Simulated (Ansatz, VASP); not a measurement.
**Rb4Br3: VASP beside Ansatz**

```
Rb Br
1.0
     7.28537    0.00000    0.00000
     0.00000    7.28537    0.00000
     0.00000    0.00000    7.28537
Rb Br
4 3
Direct
  0.50000 0.00000 0.00000
  0.00000 0.50000 0.00000
  0.00000 0.00000 0.50000
  0.00000 0.00000 0.00000
  0.00000 0.50000 0.50000
  0.50000 0.00000 0.50000
  0.50000 0.50000 0.00000
```

Alike in both runs: functional PBE; k mesh 2 × 2 × 2; occupations gaussian, width 0.1 eV; no spin polarisation.

Ansatz relaxed the structure, and its values are those at the end. VASP's run is a single point on that final structure, the one shown.

|  | VASP | Ansatz |
| --- | --- | --- |
| version | VASP 6.6.1 | Ansatz 0.2.0 |
| potentials or method | VASP PAW PBE potentials, release 64 (Rb_sv, Br) | scalar-relativistic, plane waves, PAW |
| plane-wave cutoff (eV) | 520 | 420 |
| valence electrons in the cell | 57 | 57 |

```csv
,VASP,Ansatz,Ansatz less VASP
gap on the k mesh at the Fermi level (eV),none,none,-
pressure (GPa),-0.1,-0.1,-0.01
```

A gap of «none» marks a metal or a gap that the smearing closes. The functional is the same, so the differences come from potentials, cutoffs and numerics.

Caveats: the k mesh is coarse (spacing up to 0.43 Å⁻¹), so the values aren't converged; an odd number of electrons without spin polarisation forces a metal; a magnetic or distorted state may lie lower.
